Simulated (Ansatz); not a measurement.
# Effective masses and thermopower of AlSb (R3m)

Given:

```
AlSb
1.0
    0.02764     3.09894     3.09894
    3.09894     0.02764     3.09894
    3.09894     3.09894     0.02764
Al Sb
1 1
Direct
  0.99933   0.99933   0.99933
  0.75067   0.75067   0.75067
```

All values below come from PBEsol with spin-orbit coupling, rigid bands (plane waves, PAW; Ansatz, a first-principles code). Condition of this run: uniaxial stress along [111] of -1 GPa (compression positive) (the target of the relaxation). How the cell was made: cell and atoms relaxed with PBEsol, then loaded as said.

The band gap is 0.89 eV. The electron conductivity mass (300 K, dilute) is 0.36 mₑ, the hole conductivity mass (300 K, dilute) comes out as 0.34 mₑ and the effective density of states N_c (300 K) comes out as 4.6e19 cm⁻³. The effective density of states N_v (300 K) comes out as 5.3e18 cm⁻³ and the density-of-states mass, electrons is 1.50 mₑ. The density-of-states mass, holes is 0.35 mₑ, the Seebeck coefficient, n-type 1e19 cm⁻³, 300 K comes out as -336 μV/K and the Seebeck coefficient, p-type 1e19 cm⁻³, 300 K comes out as 216 μV/K. The best p-type power factor at 300 K for τ = 10 fs (best axis; densities from 1e16 to 1e21 cm⁻³ tried, whether or not they can be reached) is 5.1 μW/(cm·K²) at 1e20 cm⁻³.

Rigid bands; masses and Seebeck coefficients take one relaxation time τ for all states and one kind of carrier; polarons and phonon drag are left out.
